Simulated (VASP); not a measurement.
# Settings for Mn: self-consistent run

Mn, P-3m1 (no. 164), 2 atoms in the cell. PBE; PAW potentials Mn_pv (PBE set). VASP 6.6.1. The cell is changed on purpose: last atom moved by 0.08 Å along z, cell strained by -1.0% along z.

Wanted: energy within 2 meV/atom; forces within 0.01 eV/Å; stress within 0.2 GPa; site moments within 0.03 μB.

What the run is for: all; Accuracy asked: standard.

POSCAR:
```
Mn
1.0
    2.4836457705      0.0000000000      0.0000000000
   -1.2418228853      2.1509003313      0.0000000000
    0.0000000000      0.0000000000      3.9859330500
Mn
2
Direct
    0.3333333300      0.6666666700      0.2500000000
    0.6666666700      0.3333333300      0.7698698800
```

The series start from Plane-wave cutoff (eV): 350; Smearing width (eV): 0.1; k-point mesh: 17 × 17 × 9; Precision mode (PREC): Accurate; Electronic threshold (eV): 1e-6; Bands in all (NBANDS): 28; Aspherical gradient terms in the spheres (LASPH): yes; Highest l that the mixer handles (LMAXMIX): 4; Electronic algorithm: ALGO=Normal; Density mixing: defaults; Use of symmetry (ISYM): defaults. Each series keeps the choices made before it, and each single choice may use up half of a tolerance.

## Plane-wave cutoff (eV)

| Plane-wave cutoff (eV) | Energy less reference (meV/atom) | Forces, largest deviation (eV/Å) | Stress, largest deviation (GPa) | Site moments, largest deviation (μB) | SCF iterations | Time (s) |
|---|---|---|---|---|---|---|
| 220 | 464.4 | 0.327 | 126.66 | 0.000 | 17 | 9.1 |
| 270 | 21.2 | 0.010 | 12.68 | 0.000 | 15 | 11 |
| 310 | -9.6 | 0.002 | 0.38 | 0.000 | 15 | 12 |
| 350 | -5.3 | 0.004 | 0.77 | 0.000 | 15 | 10 |
| 400 | 1.2 | 0.006 | 1.62 | 0.000 | 15 | 14 |
| 470 | 0.6 | 0.000 | 0.49 | 0.000 | 15 | 22 |
| 570 | 0.0 | 0.000 | 0.09 | 0.000 | 15 | 26 |
| 710 (reference) | 0.0 | 0.000 | 0.00 | 0.000 | 15 | 34 |

Chosen: 570, the loosest value from which every tighter one stays within half of the tolerance.

## Smearing width (eV)

| Smearing width (eV) | Energy less reference (meV/atom) | Forces, largest deviation (eV/Å) | Stress, largest deviation (GPa) | Site moments, largest deviation (μB) | SCF iterations | Time (s) |
|---|---|---|---|---|---|---|
| 0.4 | 1.8 | 0.097 | 1.06 | 0.000 | 13 | 24 |
| 0.3 | 0.5 | 0.058 | 0.45 | 0.000 | 14 | 25 |
| 0.2 | 0.0 | 0.023 | 0.18 | 0.000 | 14 | 31 |
| 0.15 | -0.1 | 0.011 | 0.17 | 0.000 | 14 | 28 |
| 0.1 | -0.1 | 0.006 | 0.05 | 0.000 | 15 | 26 |
| 0.05 (reference) | 0.0 | 0.000 | 0.00 | 0.000 | 14 | 26 |

Chosen: 0.05; the next looser run is off by more than half of the tolerance, so convergence isn't shown beyond this value.

## k-point mesh

| k-point mesh | Energy less reference (meV/atom) | Forces, largest deviation (eV/Å) | Stress, largest deviation (GPa) | Site moments, largest deviation (μB) | SCF iterations | Time (s) |
|---|---|---|---|---|---|---|
| 5 × 5 × 3 | -25.9 | 0.232 | 7.65 | 0.055 | 17 | 5.5 |
| 7 × 7 × 4 | -11.1 | 0.169 | 0.63 | 0.003 | 13 | 7.1 |
| 9 × 9 × 5 | 5.8 | 0.061 | 0.56 | 0.001 | 16 | 10 |
| 11 × 11 × 6 | -0.2 | 0.026 | 0.12 | 0.000 | 15 | 11 |
| 14 × 14 × 8 | -1.0 | 0.006 | 0.14 | 0.000 | 15 | 19 |
| 17 × 17 × 9 | -0.6 | 0.017 | 0.17 | 0.000 | 14 | 26 |
| 20 × 20 × 11 | -0.7 | 0.001 | 0.18 | 0.000 | 15 | 43 |
| 24 × 24 × 13 (reference) | 0.0 | 0.000 | 0.00 | 0.000 | 14 | 61 |

Chosen: 24 × 24 × 13; the next looser run is off by more than half of the tolerance, so convergence isn't shown beyond this value.

## Precision mode (PREC)

| Precision mode (PREC) | Energy less reference (meV/atom) | Forces, largest deviation (eV/Å) | Stress, largest deviation (GPa) | Site moments, largest deviation (μB) | SCF iterations | Time (s) |
|---|---|---|---|---|---|---|
| SingleN | -0.8 | 0.002 | 0.47 | 0.000 | 14 | 31 |
| Normal | 0.1 | 0.000 | 0.03 | 0.000 | 14 | 34 |
| Single | -0.3 | 0.003 | 0.11 | 0.000 | 14 | 60 |
| Accurate (reference) | 0.0 | 0.000 | 0.00 | 0.000 | 14 | 61 |

Chosen: Accurate; the one before it in the list is off by more than half of the tolerance.

## Electronic threshold (eV)

| Electronic threshold (eV) | Energy less reference (meV/atom) | Forces, largest deviation (eV/Å) | Stress, largest deviation (GPa) | Site moments, largest deviation (μB) | SCF iterations | Time (s) |
|---|---|---|---|---|---|---|
| 0.001 | 0.1 | 0.006 | 0.20 | 0.009 | 11 | 44 |
| 0.0001 | 0.0 | 0.000 | 0.55 | 0.001 | 13 | 51 |
| 1e-5 | 0.0 | 0.000 | 0.56 | 0.001 | 13 | 52 |
| 1e-6 | 0.0 | 0.000 | 0.03 | 0.000 | 14 | 61 |
| 1e-7 | 0.0 | 0.000 | 0.00 | 0.000 | 17 | 65 |
| 1e-8 (reference) | 0.0 | 0.000 | 0.00 | 0.000 | 18 | 72 |

Chosen: 1e-6.

## Bands in all (NBANDS)

| Bands in all (NBANDS) | Energy less reference (meV/atom) | Forces, largest deviation (eV/Å) | Stress, largest deviation (GPa) | Site moments, largest deviation (μB) | SCF iterations | Time (s) |
|---|---|---|---|---|---|---|
| 19 | 0.0 | 0.000 | 0.03 | 0.000 | 14 | 42 |
| 20 | 0.0 | 0.000 | 0.03 | 0.000 | 14 | 38 |
| 22 | 0.0 | 0.000 | 0.04 | 0.000 | 14 | 48 |
| 24 | 0.0 | 0.000 | 0.03 | 0.000 | 14 | 48 |
| 28 | 0.0 | 0.000 | 0.02 | 0.000 | 14 | 61 |
| 38 (reference) | 0.0 | 0.000 | 0.00 | 0.000 | 14 | 78 |

Chosen: 19.

## Aspherical gradient terms in the spheres (LASPH)

| Aspherical gradient terms in the spheres (LASPH) | Energy less reference (meV/atom) | Forces, largest deviation (eV/Å) | Stress, largest deviation (GPa) | Site moments, largest deviation (μB) | SCF iterations | Time (s) |
|---|---|---|---|---|---|---|
| yes | 0.0 | 0.000 | 0.00 | 0.000 | 14 | 42 |
| no | 0.4 | 0.016 | 0.01 | 0.000 | 14 | 37 |

Chosen: yes; no other choice that stays within half of the tolerance saves 30 % of the time.

## Highest l that the mixer handles (LMAXMIX)

| Highest l that the mixer handles (LMAXMIX) | Energy less reference (meV/atom) | Forces, largest deviation (eV/Å) | Stress, largest deviation (GPa) | Site moments, largest deviation (μB) | SCF iterations | Time (s) |
|---|---|---|---|---|---|---|
| 4 | 0.0 | 0.000 | 0.00 | 0.000 | 14 | 42 |
| 2 | 0.0 | 0.000 | 0.08 | 0.000 | 15 | 31 |
| 6 | 0.0 | 0.000 | 0.00 | 0.000 | 14 | 31 |

Chosen: 4.

## Electronic algorithm

| Electronic algorithm | Energy less reference (meV/atom) | Forces, largest deviation (eV/Å) | Stress, largest deviation (GPa) | Site moments, largest deviation (μB) | SCF iterations | Time (s) |
|---|---|---|---|---|---|---|
| ALGO=Normal | 0.0 | 0.000 | 0.00 | 0.000 | 14 | 42 |
| ALGO=Fast | 0.0 | 0.000 | 0.04 | 0.000 | 14 | 34 |
| ALGO=VeryFast | 0.0 | 0.000 | 0.04 | 0.000 | 21 | 47 |
| ALGO=All ISEARCH=1 | 0.0 | 0.001 | 0.04 | 0.000 | 29 | 59 |
| ALGO=All ISEARCH=0 | 0.0 | 0.001 | 0.04 | 0.000 | 29 | 59 |
| ALGO=Damped TIME=0.4 | 0.0 | 0.000 | 0.02 | 0.001 | 45 | 69 |
| ALGO=Damped TIME=0.1 | 0.0 | 0.000 | 0.02 | 0.003 | 95 | 135 |

Chosen: ALGO=Normal.

## Density mixing

| Density mixing | Energy less reference (meV/atom) | Forces, largest deviation (eV/Å) | Stress, largest deviation (GPa) | Site moments, largest deviation (μB) | SCF iterations | Time (s) |
|---|---|---|---|---|---|---|
| defaults | 0.0 | 0.000 | 0.00 | 0.000 | 14 | 42 |
| AMIX=0.2 BMIX=0.0001 AMIX_MAG=0.8 BMIX_MAG=0.0001 | 0.0 | 0.000 | 0.24 | 0.001 | 15 | 34 |
| AMIX_MAG=0.8 | 0.0 | 0.000 | 0.03 | 0.000 | 16 | 34 |
| AMIX_MAG=0.4 BMIX_MAG=0.0001 | 0.0 | 0.000 | 0.03 | 0.000 | 19 | 40 |
| AMIX=0.1 AMIX_MAG=0.4 | 0.0 | 0.000 | 0.03 | 0.000 | 24 | 52 |
| AMIX=0.2 | 0.0 | 0.000 | 0.05 | 0.000 | 17 | 38 |
| BMIX=0.0001 | 0.0 | 0.000 | 0.04 | 0.000 | 15 | 31 |
| AMIX=0.8 | 0.0 | 0.000 | 0.07 | 0.000 | 18 | 40 |

Chosen: defaults.

## Use of symmetry (ISYM)

| Use of symmetry (ISYM) | Energy less reference (meV/atom) | Forces, largest deviation (eV/Å) | Stress, largest deviation (GPa) | Site moments, largest deviation (μB) | SCF iterations | Time (s) |
|---|---|---|---|---|---|---|
| defaults | 0.0 | 0.000 | 0.00 | 0.000 | 14 | 42 |
| ISYM=1 | 0.0 | 0.000 | 0.00 | 0.000 | 14 | 31 |
| ISYM=0 | 0.0 | 0.000 | 0.01 | 0.000 | 15 | 165 |
| ISYM=-1 | 0.0 | 0.000 | 0.03 | 0.000 | 15 | 319 |

Chosen: defaults.

## All choices together

| Input | Energy less reference (meV/atom) | Forces, largest deviation (eV/Å) | Stress, largest deviation (GPa) | Site moments, largest deviation (μB) | Time (s) |
|---|---|---|---|---|---|
| the program's defaults (naive) | 27.7 | 0.027 | 13.21 | 0.002 | 1.2 |
| chosen settings | 0.0 | 0.000 | 0.10 | 0.000 | 42 |
| reference settings throughout | 0.0 | 0.000 | 0.00 | 0.000 | 93 |

The chosen settings stay within the tolerance of the reference run, but the reference itself isn't shown to be converged in: Smearing width (eV), k-point mesh.

Values of the reference run: Forces: 0, 0, 0.2237, 0, 0, -0.2237 eV/Å; Stress: 0.8553, 0, 0, 0, 0.8553, 0, 0, 0, 4.551 GPa; Site moments: 0, 0 μB.

## The input

INCAR:
```
SYSTEM = Mn
GGA      = PE             ! functional
ISPIN    = 2              ! spin polarisation
MAGMOM   = 4 4            ! initial moments
LORBIT   = 11             ! projections on sites
ISMEAR   = 1              ! smearing method
SIGMA    = 0.05           ! smearing width, eV
LWAVE    = .False.        ! write WAVECAR
LCHARG   = .False.        ! write CHGCAR
ISIF     = 2              ! what is computed and relaxed
PREC     = Accurate       ! precision mode
LASPH    = .True.         ! aspherical terms in the spheres
LREAL    = .False.        ! projectors in reciprocal space
ALGO     = Normal         ! electronic algorithm
EDIFF    = 1E-6           ! SCF threshold, eV
NELM     = 200            ! most SCF steps
GGA_COMPAT= .False.      
ENCUT    = 570            ! plane-wave cutoff, eV
LMAXMIX  = 4              ! l up to which the mixer works
KPAR     = 8            
NBANDS   = 19             ! bands
```

KPOINTS:
```
Automatic mesh
0
Gamma
  24 24 13
  0 0 0
```

Commands:
```
cat potpaw_PBE.64/Mn_pv/POTCAR > POTCAR
mpirun -np 8 vasp_std > vasp.out
```

Limits: The moments start parallel; another order may lie lower.

The chosen input took VASP 6.6.1 42 s on 8 cores (Intel Xeon 6975P-C (Granite Rapids)), a shared host.

## An input that fails: too few electronic steps

The electronic loop stops at its limit of 7 steps.

Changes against the starting input:
```
- NELM = 200
+ NELM = 7
```
